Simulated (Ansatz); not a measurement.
# Fe (Im-3m) in Ansatz: further runs

The runs below take Fe through band structure, with PBEsol.

Program: Ansatz 0.2.0. These are calculated values, not measurements. Logs are shortened: lines on timing, memory, paths and dates and some standing lists are left out, and cuts for length are marked.

### Step 1. The structure

The structure is cubic, space group Im-3m (No. 229). Conventional cell: a = 2.886 Å, b = 2.886 Å, c = 2.886 Å, α = 90.00°, β = 90.00°, γ = 90.00°. Fe (site symmetry m-3m) has 8 Fe at 2.50 Å as nearest neighbours.

### Step 2. Band structure, PBEsol, collinear spin, ferromagnetic start

input.yaml reads:

```yaml
crystal:
  lattice:
    - [-1.443, 1.443, 1.443]
    - [1.443, -1.443, 1.443]
    - [1.443, 1.443, -1.443]
  atoms:
    - { symbol: Fe, position: [0.0, 0.0, 0.0], spin: 3.0 }
kpoints:
  mp_grid: { grid: [13, 13, 13] }
  band_path:
    path:
      - [0.0, 0.0, 0.0]
      - [0.5, -0.5, 0.5]
      - [0.0, 0.0, 0.5]
      - [0.0, 0.0, 0.0]
      - [0.25, 0.25, 0.25]
      - [0.5, -0.5, 0.5]
    npoints: 6
scf:
  occupations: { method: fermi_dirac, width: 0.05 }
hamiltonian:
  xc: pbesol
  pseudopotentials: { kind: all_electron, lapw: { basis_error: 0.001 } }
magnetization:
  spin_polarized: true
output:
  forces: true
  stress: true
  eigenvalues: true
```

Potentials or basis: all-electron LAPW, scalar-relativistic.

Launch:

```bash
> ansatz run input.yaml --threads 2 --pin off --max-ram 6144MiB --backend cpu --events-out ev --progress --plain --runs-dir out
```

What it wrote:

```text
Warning: RAYON_NUM_THREADS=2 ignored (pool sized by the plan → 2); use --threads N
LAPW: plane waves up to 8.912 Å⁻¹, error target 1.0e-3 eV per atom; small_component_spin mean_spin; Fe in spheres of 1.250 Å, 16 of its electrons in bands, Dirac shells [] (how accurate: hamiltonian.pseudopotentials.lapw.basis_error, Limitations)
Engine: ansatz 0.2.0, aarch64-unknown-linux-gnu
Pseudopotentials: kind: all_electron
Pseudopotential: Fe, LAPW, valence charge 16, lapw/all_electron/scalar/gaussian/Fe, Koelling and Harmon's equation, gaussian nucleus
Functional definition: PBEsol
  exchange = pbesol_x
  correlation = pbesol_c
Crystal: 1 atoms, lattice volume = 12.019 Å³
Basis set: ecut = 302.62639679349064 eV, 141 PW (Γ), exchange–correlation at level 2
Bands: 14, of which v1, the nominal top of the filled ones, is band 8 counted from 1 (7 counted from 0)
Symmetry: 48 space group operations
Space group: Im-3m (ITA 229), of the structure as read, at distance tolerance 2.3e-5 Å
Magnetic group: BNS 229.140 (UNI 1642), of the structure as read, at distance tolerance 2.3e-5 Å
k-points: 84 of 2197
Non-local potential: Fe, projectors of the file, none
Initial density: superposition of atomic densities (chi_scale 0.1, normalization cell)
Starting moments: Σ|m| = 3 μB on 1 of 1 site
Initial wavefunctions: plane waves of lowest kinetic energy (no species holds an atomic orbital)
Functional: x = pbesol(κ = 0.804, μ = 0.12345679012345678), c = pbesol(β = 0.046)
iter 1 solved again at ethr=3.23e-5 eV; its pass at ethr=1.00e-1 eV (dr2=5.17e-3 eV) is discarded
SCF iter   1: F=—  HF=-34602.318955 eV  |F-HF|=—  |Δ(HF+E_count)|=         —  Δρ=2.55e-2 (↑2.55e-2 ↓2.42e-2)  dr2=5.26e-3  dr2_m=6.51e-2  M=2.430 μB ∫|m|=2.457 μB  β_m=0.30  ethr=3.23e-5  ⟨swp⟩=3.4  Hψ=18106  notcnv=0
Mixer restart at iter 1: flushing history
preconditioner: auto → none  [metal: Δε(μ)=0.015 eV  Ē_g=14.494 eV  σ=0.050 eV  W_gap=0.07  n_scr=0 (ndim 8)  ℏωp=30.3 eV  f_vac=0.000  D(μ)=1.20/eV (n_scr^D=12)]
SCF iter   2: F=—  HF=-34602.347005 eV  |F-HF|=—  |Δ(HF+E_count)|=   2.81e-2  Δρ=1.69e-2 (↑1.69e-2 ↓1.68e-2)  dr2=1.12e-3  dr2_m=3.06e-2  M=2.435 μB ∫|m|=2.475 μB  β_m=0.48  ethr=3.23e-5  ⟨swp⟩=2.1  Hψ=6539  notcnv=0
SCF iter   3: F=—  HF=-34602.396340 eV  |F-HF|=—  |Δ(HF+E_count)|=   4.93e-2  Δρ=1.16e-2 (↑1.16e-2 ↓1.06e-2)  dr2=1.39e-3  dr2_m=1.28e-2  M=2.298 μB ∫|m|=2.380 μB  β_m=0.49  ethr=6.99e-6  ⟨swp⟩=3.0  Hψ=7402  notcnv=0
iter 4 solved again at ethr=1.93e-7 eV; its pass at ethr=6.99e-6 eV (dr2=3.09e-5 eV) is discarded
SCF iter   4: F=—  HF=-34602.401415 eV  |F-HF|=—  |Δ(HF+E_count)|=   5.08e-3  Δρ=1.00e-3 (↑9.15e-4 ↓1.00e-3)  dr2=3.09e-5  dr2_m=8.13e-5  M=2.250 μB ∫|m|=2.371 μB  β_m=0.71  ethr=1.93e-7  ⟨swp⟩=2.0  Hψ=11745  notcnv=0
SCF iter   5: F=—  HF=-34602.402911 eV  |F-HF|=—  |Δ(HF+E_count)|=         —  Δρ=2.02e-4 (↑2.02e-4 ↓1.22e-4)  dr2=8.89e-7  dr2_m=2.68e-6  M=2.257 μB ∫|m|=2.373 μB  β_m=0.86  ethr=1.93e-7  ⟨swp⟩=3.0  Hψ=6456  notcnv=0
the basis was enlarged: its passes take 1.1 MiB over the memory plan, 2 of 2 planned eigensolver slots
SCF iter   6: F=—  HF=-34602.402923 eV  |F-HF|=—  |Δ(HF+E_count)|=   1.18e-5  Δρ=1.89e-4 (↑1.86e-4 ↓1.89e-4)  dr2=4.18e-8  dr2_m=3.86e-6  M=2.255 μB ∫|m|=2.371 μB  β_m=0.87  ethr=5.56e-9  ⟨swp⟩=3.0  Hψ=6528  notcnv=0
SCF iter   7: F=—  HF=-34602.402920 eV  |F-HF|=—  |Δ(HF+E_count)|=   3.32e-6  Δρ=3.83e-5 (↑3.83e-5 ↓3.30e-5)  dr2=3.65e-9  dr2_m=1.38e-7  M=2.253 μB ∫|m|=2.369 μB  β_m=0.94  ethr=2.61e-10  ⟨swp⟩=3.0  Hψ=6812  notcnv=0
SCF iter   8: F=—  HF=-34602.402922 eV  |F-HF|=—  |Δ(HF+E_count)|=   2.02e-6  Δρ=2.87e-5 (↑2.87e-5 ↓2.56e-5)  dr2=8.42e-9  dr2_m=7.82e-8  M=2.254 μB ∫|m|=2.369 μB  β_m=0.82  ethr=2.28e-11  ⟨swp⟩=3.9  Hψ=7322  notcnv=0
SCF iter   9: F=—  HF=-34602.402922 eV  |F-HF|=—  |Δ(HF+E_count)|=   4.17e-8  Δρ=2.91e-6 (↑2.91e-6 ↓1.73e-6)  dr2=1.91e-10  dr2_m=5.55e-10  M=2.253 μB ∫|m|=2.369 μB  β_m=0.91  ethr=2.28e-11  ⟨swp⟩=3.0  Hψ=6590  notcnv=0
SCF iter  10: F=-34602.402922 eV  HF=-34602.402922 eV  |F-HF|=3.64e-11  |Δ(HF+E_count)|=   6.80e-9  Δρ=3.51e-7 (↑2.98e-7 ↓3.51e-7)  dr2=4.74e-12  dr2_m=9.81e-12  M=2.253 μB ∫|m|=2.369 μB  ethr=1.20e-12  ⟨swp⟩=3.0  Hψ=6392  notcnv=0
SCF 1 converged in 10 iterations: F = -34602.402922 eV  dr2 = 4.74e-12
NSCF: frozen V_eff on 31 k-points
SCF converged after 10 iterations
Magnetization: 2.2535 μB (9.1267 up, 6.8733 down)
Absolute magnetization: 2.3693 μB (∫|ρ↑−ρ↓|)
Spin contamination: 0.0382 ħ² per cell (⟨S²⟩ above its minimum at these occupations)
Per-site moments (μB) at R_I (Å): [(2.307874138704342, 1.2496746390393352)]
Free energy (F): -34602.402922 eV
Harris-Foulkes:  -34602.402922 eV  (|F-HF|=3.64e-11)
Internal energy: -34602.392801 eV  (E = F + TS)
E sigma→0 (E₀):  -34602.397861 eV
Entropy (-TS):   -0.010120 eV (-10.120 meV/atom)
Fermi energy:    17.220617 eV
--- Per-component energies (eV) ---
  E_band       = -229.163938
  E_kinetic    = 35070.910885
  E_xc         = -1489.629275
  E_electrostatic = -68183.674411  (all electrons and nuclei)
  E_smearing   = -0.010120  (= −TS)
  E_closure    = 0.000000  (closes the sum)
  E_atoms      = -34592.699444  (free atoms, spherical and without spin; not in F)
  Σ components = -34602.402922   (vs F -34602.402922, Δ=0.00e0)
  Basis errors (estimates in eV, not in F): energy 2.6e-4 per atom: plane waves 2.3e-4 (1.2e-4 summed), levels above the bands 2.8e-174, relativity 3.9e-8, radial functions 2.9e-5, core shells 3.7e-9; eigenvalues (radial functions only) 3.4e-5; not estimated: angular momenta, meshes, grids; target (lapw.basis_error) 1.0e-3; muffin-tin radii Fe 1.250 Å
--- Forces (eV/Å), atoms counted from 1 ---
  atom   1  Fe     0.00000000    -0.00000000    -0.00000000
  max |Σ_I F_I| component: 2.30e-31 eV/Å
--- Stress (GPa, compression-positive) ---
      -18.104929       0.000000       0.000000
        0.000000     -18.104929      -0.000000
        0.000000      -0.000000     -18.104929
  P = ⅓ Tr σ = -18.1049 GPa (-181.049 kbar)
--- Band table (eV; the first three rows and the last of 168) ---
  k-point 0 ↑: bands = ["-70.4922", "-36.4601", "-36.4601", "-36.4601", "8.9817", "15.0280", "15.0280", "15.0280", "16.1801", "16.1801", "41.0237", "41.0237", "41.0237", "46.1905"]
  k-point 1 ↑: bands = ["-70.4886", "-36.4802", "-36.4669", "-36.4601", "9.2161", "14.9662", "15.0221", "15.1501", "16.1205", "16.1849", "39.6196", "40.6960", "40.8771", "45.2464"]
  k-point 2 ↑: bands = ["-70.4786", "-36.5355", "-36.4855", "-36.4600", "9.8919", "14.7978", "14.9733", "15.4990", "16.0172", "16.2015", "36.6085", "39.5095", "40.5537", "42.9567"]
  k-point 83 ↓: bands = ["-67.6888", "-34.0976", "-34.0939", "-34.0939", "14.5515", "14.5721", "19.4360", "19.4360", "19.5281", "26.2315", "27.1755", "27.1755", "33.4019", "33.8554"]
```

It took 7.4 s on 2 threads of Arm Neoverse V2, shared host; peak memory 0.35 GiB.

What came out:

```
Free energy             : -34602.4029 eV
Pressure                : -18.1 GPa
Band gap along the path : none (metal or under the smearing width)
Net moment              : 2.25 μB per cell
Absolute moment         : 2.37 μB per cell
Site moments            : Fe +2.31 μB
```

Levels at the corners of the path, in eV from the Fermi level:
Spin up:
```csv
point,band 6,band 7,band 8,band 9,band 10,band 11,band 12,band 13
Γ,-2.19,-2.19,-2.19,-1.04,-1.04,23.80,23.80,23.80
H,-4.54,0.07,0.07,0.07,9.36,9.36,9.36,15.00
N,-3.20,-0.99,-0.87,0.32,0.41,6.82,17.52,19.08
Γ,-2.19,-2.19,-2.19,-1.04,-1.04,23.80,23.80,23.80
P,-3.08,-3.08,-0.84,-0.84,8.19,8.19,8.19,9.98
H,-4.54,0.07,0.07,0.07,9.36,9.36,9.36,15.00
```
Spin down:
```tsv
point	band 4	band 5	band 6	band 7	band 8	band 9	band 10	band 11
Γ	-51.04	-8.01	-0.20	-0.20	-0.20	1.69	1.69	23.70
H	-51.32	-2.71	-2.71	2.35	2.35	2.35	9.70	9.70
N	-51.04	-3.36	-1.41	0.58	1.56	1.93	2.63	8.26
Γ	-51.04	-8.01	-0.20	-0.20	-0.20	1.69	1.69	23.70
P	-51.23	-1.61	-1.61	-1.61	1.97	1.97	9.16	9.16
H	-51.32	-2.71	-2.71	2.35	2.35	2.35	9.70	9.70
```

[end of part 1 of 2]
